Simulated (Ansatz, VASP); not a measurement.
**InGa31O48 (In_Ga) in two plane-wave programs**

One calculation is typed for both programs; each brings its own data sets. How far apart do they land? The cell is taken from a series of runs on this material, whose earlier steps may have relaxed, scaled, displaced or heated it; both programs get it as it stands.

Calculated with Ansatz 0.2.0; plane waves, with VASP 6.6.1 beside it; single point at PBEsol.

## Step 1: The starting structure

The cell holds 80 atoms: 31 Ga, 48 O and 1 In. Its edges and angles: a = 10.664 Å, b = 10.664 Å, c = 10.664 Å, α = 55.9°, β = 55.9°, γ = 55.9°. It derives from Ga2O3 (Ga2O3 (R-3c)). Nearest the centre at fractional (0.572, 0.572, 0.572): In80 at 0.08 Å, O69 at 2.09 Å, O64 at 2.09 Å, O50 at 2.09 Å, O67 at 2.15 Å, O71 at 2.15 Å, O54 at 2.15 Å, Ga31 at 2.85 Å. The cell carries charge −1.

As a file:

```xyz
80
Lattice="5.0005 2.8870 8.9651 -5.0005 2.8870 8.9651 0.0000 -5.7741 8.9651" Properties=species:S:1:pos:R:3 pbc="T T T"
Ga   -0.0021   -0.0006   11.5138
Ga   -0.0021   -0.0006    8.6813
Ga   -0.0021   -0.0006    1.9427
Ga   -0.0021   -0.0006    4.7880
Ga    0.0067   -2.9335   16.0030
Ga    0.0166   -2.9007   13.1382
Ga   -0.0086   -2.8913    6.4230
Ga    0.0025   -2.8909    9.2707
Ga   -2.5464    1.4583   16.0030
Ga   -2.5230    1.4334   13.1382
Ga   -2.5023    1.4505    6.4230
Ga   -2.5074    1.4407    9.2707
Ga   -2.4999   -1.4568   20.4657
Ga   -2.5053   -1.4529   17.6366
Ga   -2.5082   -1.4358   10.8984
Ga   -2.5342   -1.4753   13.7256
Ga    2.5335    1.4735   16.0030
Ga    2.5002    1.4657   13.1382
Ga    2.5047    1.4392    6.4230
Ga    2.4988    1.4485    9.2707
Ga    2.5080   -1.4356   20.4657
Ga    2.5073   -1.4422   17.6366
Ga    2.4940   -1.4533   10.8984
Ga    2.5412   -1.4560   13.7256
Ga   -0.0143    2.8908   20.4657
Ga   -0.0082    2.8935   17.6366
Ga    0.0080    2.8875   10.8984
Ga   -0.0132    2.9297   13.7256
Ga   -0.0021   -0.0006   24.9567
Ga   -0.0021   -0.0006   22.1128
Ga   -0.0021   -0.0006   18.2401
O     0.7626    1.5410    5.6155
O     0.9506   -1.4336    5.6155
O    -1.7194   -0.1091    5.6155
O    -0.7461   -1.5735    7.8596
O     1.7321    0.1416    7.8596
O    -0.9923    1.4302    7.8596
O     0.7540   -1.3129   10.0934
O     0.9829   -4.3397   10.0821
O    -1.7300   -3.0137   10.1082
O    -0.7549   -4.4618   12.3278
O     1.7521   -2.7712   12.2980
O    -0.9822   -1.4396   12.3479
O    -1.7476    3.0024   10.1082
O    -1.5166    0.0009   10.0934
O    -4.2524    1.3160   10.0821
O    -3.2786   -0.1344   12.2980
O    -0.7582    1.5677   12.3479
O    -3.4893    2.8820   12.3278
O    -1.9031    0.1356   14.5318
O    -1.5130   -2.8809   14.5753
O    -4.2641   -1.5775   14.5647
O    -3.2614   -3.0195   16.8109
O    -0.7554   -1.3750   16.8636
O    -3.4936   -0.0071   16.8199
O     3.2633    3.0221   10.0821
O     3.4713    0.0096   10.1082
O     0.7564    1.3103   10.0934
O     1.7342   -0.1298   12.3479
O     4.2379    1.5781   12.3278
O     1.5203    2.9039   12.2980
O     3.2478    0.1311   14.5753
O     3.4947   -2.9031   14.5647
O     0.8305   -1.7150   14.5318
O     1.7493   -3.0210   16.8199
O     4.2421   -1.3137   16.8109
O     1.5649    0.0343   16.8636
O     0.7632    4.4790   14.5647
O     1.0664    1.5777   14.5318
O    -1.7411    2.7481   14.5753
O    -0.8157    1.3390   16.8636
O     1.7380    3.0264   16.8199
O    -0.9869    4.3316   16.8109
O     0.7471    1.5767   19.0531
O     0.9893   -1.4380   19.0531
O    -1.7426   -0.1404   19.0531
O    -0.7565   -1.5724   21.2894
O     1.7364    0.1320   21.2894
O    -0.9861    1.4388   21.2894
In   -0.0021   -0.0006   15.3034
```

## Step 2: Ansatz: single point, PBEsol

Ansatz runs on its default PAW (the set named soft_2) files.

A single point gives forces, pressure and levels at one fixed geometry, so differences don't come from the geometry; what else differs is listed under the comparison.

input.yaml reads:

```yaml
crystal:
  checkpoint: "../qm1_M1.relax.run"
  host: checkpoint
total_charge: -1
basis:
  ecutwfc: 420
  xc_grid: 2
hamiltonian:
  xc: pbesol
kpoints:
  mp_grid: { grid: [2, 2, 2], shift: [0.5, 0.5, 0.5] }
magnetization:
  spin_polarized: true
  initial_magnetization: 1
  spin_locking: { lock_magnetization: hard }
scf:
  occupations: { method: fermi_dirac, width: 0.01 }
  max_iter: 80
output:
  forces: true
  eigenvalues: true
  charged_corrections:
    epsilon: [4.48, 4.48, 4.35]
    static_epsilon: [13.06, 13.06, 18.86]
    defect_position: [0.572144, 0.572144, 0.572144]
  eigenstates: { localisation: true }
  populations: true
  efg: {}
  band_densities: [{ bands: [v1, v1] }, { bands: [c1, c1] }]
  write_density: true
  write_potential: true
  volumetric_format: npy
checkpoint:
  read: "../qm1_M1.relax.run"
  write: "../qm1_M1.point.run"
  compress: false
  write_wavefunctions: false
  write_every: 100000
```

The run is started by

```
$ ansatz run input.yaml --threads 8 --pin off --max-ram 22609MiB --backend cpu --events-out ev --progress --plain --runs-dir out
```

Numbers of over 12 decimals in the logs are rounded to 6 here.

Log:

```text
crystal.checkpoint: the structure is that of <dir>, a `relax` run, at its step 5: its result, under pbesol at a charge of -1 e; 80 atoms read, 0 with a starting moment; crystal.structure_sha256 for this input is
In: output.efg is read without spin–orbit coupling, which moves field gradients at and beside such atoms by some per cent and up to a factor of two; PAW files take it under magnetization.noncollinear and magnetization.spin_orbit
Engine: ansatz 0.2.0, aarch64-unknown-linux-gnu
Pseudopotentials: kind: paw
Pseudopotential: Ga, paw, valence charge 13, recommended cutoff 420 eV (normal), Ga.paw.azcp
Pseudopotential: O, paw, valence charge 6, recommended cutoff 420 eV (normal), O.paw.azcp
Pseudopotential: In, paw, valence charge 13, recommended cutoff 420 eV (normal), In.paw.azcp
Functional definition: PBEsol
  exchange = pbesol_x
  correlation = pbesol_c
Crystal: 80 atoms, lattice volume = 776.554 Å³
Basis set: ecut = 420 eV, 15215 PW (Γ), exchange–correlation on 144×144×144 points (8 copies of the dense FFT grid, shifted against one another)
Bands: 433, of which v1, the nominal top of the filled ones, is band 353 counted from 1 (352 counted from 0)
Symmetry: 1 space group operations
Space group: P1 (ITA 1), of the structure as read, at distance tolerance 9.2e-5 Å
Magnetic group: BNS 1.1 (UNI 1), of the structure as read, at distance tolerance 9.2e-5 Å
k-points: 4 of 8 (time reversal used)
Non-local potential: Ga, projectors of the file, l = 0: 2, l = 1: 2, l = 2: 3, l = 3: 1
Non-local potential: O, projectors of the file, l = 0: 2, l = 1: 2, l = 2: 1
Non-local potential: In, projectors of the file, l = 0: 2, l = 1: 2, l = 2: 2, l = 3: 2
PAW form: soft (Blöchl's): semilocal exchange-correlation on the pseudo side does not see the compensation charge
PAW frozen core: Ga, regenerated for the run's functional, and the local potential with it (the file was generated under x = pbe(κ = 0.804, μ = 0.219515), c = pbe(β = 0.066725))
PAW frozen core: O, regenerated for the run's functional, and the local potential with it (the file was generated under x = pbe(κ = 0.804, μ = 0.219515), c = pbe(β = 0.066725))
PAW frozen core: In, regenerated for the run's functional, and the local potential with it (the file was generated under x = pbe(κ = 0.804, μ = 0.219515), c = pbe(β = 0.066725))
PAW one-centre angular grid: Ga, 590 points (default); XC on 64 Gauss nodes
PAW one-centre angular grid: O, 110 points (default); XC on 64 Gauss nodes
PAW one-centre angular grid: In, 590 points (default); XC on 64 Gauss nodes
Initial density: read from a saved state, or passed on in memory by an earlier SCF of this step, an earlier step, the calling program or the single point that the run made first
Stability of the state it starts from, as read at its close in the collinear treatment: not read negative (Ritz values of 1 − χ₀K, real part plus size of imaginary part, from 1.1 to 1.4, by its mixing steps under no symmetry); read among states of the locked total moment alone; its run was given moments
Starting moments: Σ|m| = 1 μB on 80 of 80 sites; this step starts from the density that it was given
Initial wavefunctions: pseudopotential atomic-orbital guess — the wavefunctions supplied were not used: k-point sampling differs
Functional: x = pbesol(κ = 0.804, μ = 0.123457), c = pbesol(β = 0.046)
iter 1 solved again at ethr=2.59e-7 eV; its pass at ethr=3.10e-3 eV (dr2=1.83e-3 eV) is discarded
SCF iter   1: F=—  HF=-148501.917139 eV  |F-HF|=—  |Δ(HF+E_count)|=         —  Δρ=5.18e-4 (↑2.48e-4 ↓5.18e-4)  dr2=2.15e-3  dr2_m=6.57e-4  M=1.000 μB ∫|m|=1.093 μB  β_m=0.30  ethr=2.59e-7  ⟨swp⟩=4.0  Hψ=23226  notcnv=0
preconditioner: auto → Resta (q_TF=auto, 2.685 Å⁻¹)  ε∞=4.8  [insulator: Δε(μ)=0.569 eV  Ē_g=18.055 eV  σ=0.010 eV  W_gap=1.00  n_scr=276 (ndim 8)  ℏωp=35.4 eV  f_vac=0.012  D(μ)=0.00/eV (n_scr^D=0)  ε∞_Penn≈4.8]
spin=Collinear: Resta preconditioning applied to the charge; magnetization (m = ρ↑ − ρ↓) channel mixes plain (no charge-response kernel on spin).
SCF iter   2: F=—  HF=-148501.916924 eV  |F-HF|=—  |Δ(HF+E_count)|=   2.15e-4  Δρ=3.47e-4 (↑1.71e-4 ↓3.47e-4)  dr2=6.63e-4  dr2_m=3.71e-4  M=1.000 μB ∫|m|=1.092 μB  β_m=0.52  ethr=2.59e-7  ⟨swp⟩=1.6  Hψ=3771  notcnv=0
SCF iter   3: F=—  HF=-148501.917031 eV  |F-HF|=—  |Δ(HF+E_count)|=   1.07e-4  Δρ=1.01e-4 (↑7.35e-5 ↓1.01e-4)  dr2=4.94e-5  dr2_m=4.37e-5  M=1.000 μB ∫|m|=1.091 μB  β_m=0.64  ethr=9.40e-8  ⟨swp⟩=2.0  Hψ=5175  notcnv=0
SCF iter   4: F=—  HF=-148501.916873 eV  |F-HF|=—  |Δ(HF+E_count)|=   1.58e-4  Δρ=1.45e-5 (↑1.45e-5 ↓1.42e-5)  dr2=2.58e-6  dr2_m=6.69e-7  M=1.000 μB ∫|m|=1.090 μB  β_m=0.61  ethr=7.01e-9  ⟨swp⟩=2.0  Hψ=6255  notcnv=0
SCF iter   5: F=—  HF=-148501.916872 eV  |F-HF|=—  |Δ(HF+E_count)|=   5.31e-7  Δρ=7.63e-6 (↑6.78e-6 ↓7.63e-6)  dr2=6.35e-7  dr2_m=1.78e-7  M=1.000 μB ∫|m|=1.090 μB  β_m=0.78  ethr=3.66e-10  ⟨swp⟩=2.0  Hψ=5963  notcnv=0
[...]
k-point 3 ↓: bands = [... 349 lower, 9.0123, 9.0639, 9.1052, 13.3672, 13.9355, 14.3963, 14.9019, 14.9351, ... 76 higher]
--- Löwdin populations: 80 sites ---
  site symbol       q [e]    m [muB]
     0     Ga     12.0382     0.0169
     1     Ga     12.0277     0.0150
     2     Ga     12.0279     0.0151
     3     Ga     12.0279     0.0131
     4      O      6.6247     0.0098
     5      O      6.6247     0.0098
     6      O      6.6247     0.0098
     7      O      6.6237     0.0099
     8      O      6.6237     0.0099
     9      O      6.6237     0.0099
    10     Ga     12.0368     0.0173
    11     Ga     12.0274     0.0148
    12     Ga     12.0276     0.0153
    13     Ga     12.0282     0.0155
    14      O      6.6227     0.0100
    15      O      6.6236     0.0098
    16      O      6.6226     0.0102
    17      O      6.6224     0.0099
    18      O      6.6259     0.0097
    19      O      6.6279     0.0106
    20     Ga     12.0368     0.0173
    21     Ga     12.0274     0.0148
    22     Ga     12.0276     0.0153
    23     Ga     12.0282     0.0155
[...]
72     In     11.8069     0.0250
    73     Ga     12.0395     0.0168
    74      O      6.6232     0.0101
    75      O      6.6232     0.0101
    76      O      6.6232     0.0101
    77      O      6.6211     0.0100
    78      O      6.6211     0.0100
    79      O      6.6211     0.0100
  spilling = 0.003069 (of n_electrons = 705.000000)
--- Band densities, each state counted as filled ---
  window                                       electrons  max residual (eV)  cut levels
  bands: [v1, v1]                    1.000000 + 1.000000             4.7e-5           0
  bands: [c1, c1]                    1.000000 + 1.000000             5.7e-5           0
```

## Step 3: VASP: single point, PBEsol

The same cell, functional, mesh and smearing now go to VASP, with its own data sets.

Lines of VASP's logs that name or quote its potential files are left out, and so is its time.

INCAR reads:

```
SYSTEM = InGa31O48
PREC = Accurate
ENCUT = 520
EDIFF = 1E-06
NELM = 200
ISMEAR = -1
SIGMA = 0.01
LREAL = Auto
ALGO = Normal
GGA = PS
NELECT = 705
NBANDS = 408
ISPIN = 2
MAGMOM = 0.01 0 0 0 0.01 0 0 0.01 0.01 0 0 0.01 0 0.01 0.01 0 0.01 0 0 0.01 0 0.01 0.01 0 0 0.01 0.01 0 0 0.01 0.01 0.01 0.01 0.01 0.01 0.01 0.01 0.01 0.01 0.01 0.01 0.01 0.01 0.01 0.01 0.01 0.01 0.01 0.01 0.01 0.01 0.01 0.01 0.01 0.01 0.01 0.01 0.01 0.01 0.01 0.01 0.01 0.01 0.01 0.01 0.01 0.01 0.01 0.01 0.01 0.01 0.01 0.01 0.01 0.01 0.01 0.01 0.01 0.01 0.01
LORBIT = 11
LWAVE = .FALSE.
LCHARG = .FALSE.
ISIF = 2
ISYM = 0
NUPDOWN = 1
LASPH = .TRUE.
GGA_COMPAT = .FALSE.
KPAR = 4
```

POSCAR reads:

```
InGa31O48
1.0
    5.0004939056      2.8870365358      8.9651023865
   -5.0004939056      2.8870365358      8.9651023865
    0.0000000000     -5.7740729716      8.9651024187
Ga O In
31 48 1
Direct
    0.4278579265      0.4282728500      0.4281615809
    0.3225420689      0.3229569924      0.3228457233
    0.0719911507      0.0724060742      0.0722948051
    0.1777840287      0.1781989522      0.1780876831
    0.4263335791      0.4249934945      0.9337023207
    0.3226955859      0.3193792761      0.8234066559
    0.0710364423      0.0727602631      0.5726432924
    0.1780521267      0.1775594841      0.6784732792
    0.4245785710      0.9338135898      0.4266372335
    0.3189643526      0.8235179250      0.3229992403
    0.0723453396      0.5727545615      0.0713400967
    0.1771445606      0.6785845483      0.1783557811
    0.4268672734      0.9268065787      0.9291411378
    0.3213692164      0.8223801269      0.8234989138
    0.0715279808      0.5731244339      0.5709951413
    0.1717720287      0.6785520319      0.6806747357
    0.9333986663      0.4267485026      0.4248822254
    0.8231030015      0.3231105094      0.3192680070
    0.5723396380      0.0714513658      0.0726489940
    0.6781696248      0.1784670502      0.1774482150
    0.9288374834      0.4272821969      0.9266953096
    0.8231952594      0.3217841399      0.8222688578
    0.5706914869      0.0719429043      0.5730131648
    0.6803710813      0.1721869522      0.6784407628
    0.9263916552      0.9292524069      0.4271709278
    0.8219652034      0.8236101829      0.3216728708
    0.5727095104      0.5711064104      0.0718316352
    0.6781371084      0.6807860048      0.1720756831
    0.9276789671      0.9280938906      0.9279826215
    0.8219414702      0.8223563937      0.8222451246
    0.6779511670      0.6783660905      0.6782548214
    0.3740033702      0.2214970843      0.0308723528
    0.2210821608      0.0309836219      0.3743070246
    0.0305686984      0.3744182937      0.2213858152
    0.1267913298      0.2759920225      0.4738999123
    0.4735962579      0.1272062533      0.2758807534
    0.2755770990      0.4740111814      0.1270949842
    0.3748833068      0.2241077683      0.5268659544
    0.2226154447      0.0260532082      0.8759246241
    0.0288720393      0.3748393638      0.7237901995
    0.1253027134      0.2762623004      0.9735204853
    0.4724659203      0.1220857079      0.7772132120
    0.2777968307      0.4742107102      0.6253165929
    0.3744244403      0.7239014686      0.0291756937
    0.2236928448      0.5269772235      0.3751869612
    0.0256382847      0.8760358932      0.2229190991
    0.1216707844      0.7773244811      0.4727695747
    0.4737957867      0.6254278620      0.2781004851
    0.2758473769      0.9736317544      0.1256063678
    0.3578505277      0.7384268494      0.5246481355
    0.2243339143      0.5268952433      0.8745472922
    0.0240914035      0.8768300117      0.7236730377
    0.1246230129      0.7768401679      0.9736802460
    0.4721004693      0.6231589773      0.7857651195
    0.2756525360      0.9742970170      0.6261996346
    0.8756209697      0.2230303682      0.0259419391
    0.7234865451      0.0292869628      0.3747280947
    0.5265623000      0.3752982303      0.2239964992
    0.6250129385      0.2782117542      0.4740994411
    0.9732168309      0.1257176369      0.2761510313
    0.7769095576      0.4728808438      0.1219744388
    0.8742436378      0.2247488378      0.5267839742
    0.7233693833      0.0245063270      0.8767187426
    0.5243444811      0.3582654512      0.7383155803
    0.6258959802      0.2760674595      0.9741857479
    0.9733765916      0.1250379364      0.7767288988
    0.7854614651      0.4725153928      0.6230477082
    0.8764150882      0.7237843068      0.0243950579
    0.7380119259      0.5247594046      0.3581541821
    0.5264803198      0.8746585613      0.2246375687
    0.6227440538      0.7858763886      0.4724041237
    0.9738820935      0.6263109037      0.2759561904
    0.7764252444      0.9737915151      0.1249266673
    0.8741447472      0.7247358862      0.5263727773
    0.7243209627      0.5264840464      0.8744484016
    0.5260691229      0.8745596707      0.7246246171
    0.6251451994      0.7764379647      0.9731140642
    0.9728104098      0.6255601229      0.7763266956
    0.7760230412      0.9732253333      0.6254488538
    0.5687594606      0.5691743841      0.5690631150
```

KPOINTS reads:

```
Points of the shifted mesh
8
Reciprocal
 0.2500000000  0.2500000000  0.2500000000 1
 0.2500000000  0.2500000000  0.7500000000 1
 0.2500000000  0.7500000000  0.2500000000 1
 0.2500000000  0.7500000000  0.7500000000 1
 0.7500000000  0.2500000000  0.2500000000 1
 0.7500000000  0.2500000000  0.7500000000 1
 0.7500000000  0.7500000000  0.2500000000 1
 0.7500000000  0.7500000000  0.7500000000 1
```

Potentials, in the order of the species: Ga_d, O and In_d (PBE family, release 64).

The run is started by

```
$ mpirun -np 8 vasp_std
```

Log:

```text
[banner, memory and clock lines left out]
running    8 mpi-ranks, on    1 nodes
[...]
|                                                                             |
|           W    W    AA    RRRRR   N    N  II  N    N   GGGG   !!!           |
|           W    W   A  A   R    R  NN   N  II  NN   N  G    G  !!!           |
|           W    W  A    A  R    R  N N  N  II  N N  N  G       !!!           |
|           W WW W  AAAAAA  RRRRR   N  N N  II  N  N N  G  GGG   !            |
|           WW  WW  A    A  R   R   N   NN  II  N   NN  G    G                |
|           W    W  A    A  R    R  N    N  II  N    N   GGGG   !!!           |
|                                                                             |
|     For optimal performance we recommend to set                             |
|       NCORE = 2 up to number-of-cores-per-socket                            |
|     NCORE specifies how many cores store one orbital (NPAR=cpu/NCORE).      |
|     This setting can greatly improve the performance of VASP for DFT.       |
[...]
DAV:   5    -0.560939131607E+03   -0.45371E+02   -0.44913E+02 19984   0.447E+01BRMIX: very serious problems
 the old and the new charge density differ
 old charge density:   704.00000 new  704.99999
BRMIX: very serious problems
 the old and the new charge density differ
 old charge density:   704.00000 new  704.99999
BRMIX: very serious problems
 the old and the new charge density differ
 old charge density:   704.00000 new  704.99999
BRMIX: very serious problems
 the old and the new charge density differ
 old charge density:   704.00000 new  704.99999
    0.457E+01
DAV:   6    -0.499583200786E+03    0.61356E+02   -0.24804E+02 24216   0.634E+01    0.159E+01
DAV:   7    -0.501005720372E+03   -0.14225E+01   -0.28938E+01 15048   0.107E+01    0.920E+00
DAV:   8    -0.500482519307E+03    0.52320E+00   -0.27284E+00 19584   0.650E+00    0.301E+00
DAV:   9    -0.500388551846E+03    0.93967E-01   -0.64595E-01 18096   0.713E+00    0.695E-01
[...]
DAV:  17    -0.500405851023E+03    0.51054E-05   -0.59486E-05 18000   0.683E-02    0.822E-03
DAV:  18    -0.500405851578E+03   -0.55440E-06   -0.19068E-05 17080   0.128E-02    0.806E-03
DAV:  19    -0.500405851697E+03   -0.11979E-06   -0.30410E-06 10632   0.467E-03
   1 F= -.50040585E+03 E0= -.50040585E+03  d E =-.104883E-10  mag=     1.0000
```

Parts of OUTCAR (step 3):

```text
  FREE ENERGIE OF THE ION-ELECTRON SYSTEM (eV)
  ---------------------------------------------------
  free  energy   TOTEN  =      -500.4058516974 eV

  energy  without entropy=     -500.4058516974  energy(sigma->0) =     -500.40585170

 magnetization (x)
# of ion       s       p       d       tot
------------------------------------------
    1        0.013   0.001   0.000   0.014
    2        0.011   0.001   0.000   0.012
    3        0.011   0.001   0.000   0.012
    4        0.009   0.001   0.000   0.010
    5        0.013   0.001   0.000   0.014
    6        0.011   0.001   0.000   0.012
    7        0.011   0.001   0.000   0.012
    8        0.012   0.001   0.000   0.013
    9        0.013   0.001   0.000   0.014
   10        0.011   0.001   0.000   0.012
   11        0.011   0.001   0.000   0.012
   12        0.012   0.001   0.000   0.013
   13        0.011   0.001   0.000   0.012
[...]
--------------------------------------------------
tot          0.604   0.219   0.001   0.824

[... 2 further parts left out ...]
[key lines of the parts left out:]
E-fermi :   4.7068
```

The cell is charged against a uniform background. The PAW data sets were made with PBE, which is usual practice but a small mismatch for other functionals.

## Step 4: Differences

Known differences besides the potentials themselves: VASP starts from the moments at which Ansatz ended; the cutoff is 420 eV in Ansatz and 520 eV in VASP (PREC = Accurate, projectors in real space); Ansatz makes its cores anew for this functional, VASP keeps those of its PBE data sets. Total energies have different zeros and are not compared.

Compared:

| quantity | Ansatz | VASP | difference |
| --- | --- | --- | --- |
| total moment, fixed by the input (μB) | 1.00 | 1.00 | 0.00 |

At this near-relaxed geometry the largest component of a force difference is 35 meV/Å. The cell carries a charge of -1 e against a uniform background, so its pressure also hangs on how the neutralising background is counted, and in a defect's cell a gap may be the spacing between its levels.

## Step 5: Outcome

```yaml
r_m_s_force_difference_single_point_pbesol: 13 meV/Å
```

**Reading.** The r.m.s. force difference is 13 meV/Å (single point, PBEsol), at about the 12 meV/Å picked in this series as the mark of a large difference. What causes the difference of the single point, PBEsol pair stays open here. How closely two codes agree says nothing of how well the functional describes the real material.

[Lines on the potential files, build, host, timing and source positions are cut from VASP's logs without a mark.]

[Logs are printed without paths, hosts, clocks, repeated set-up lines and the standing remarks that a program may print on its own settings, such as how far it seeks lower states.]

[Hosts, paths, dates, database ids (printed as entryN), source tags and the programs' standing remarks are cut or masked in the printed files.]
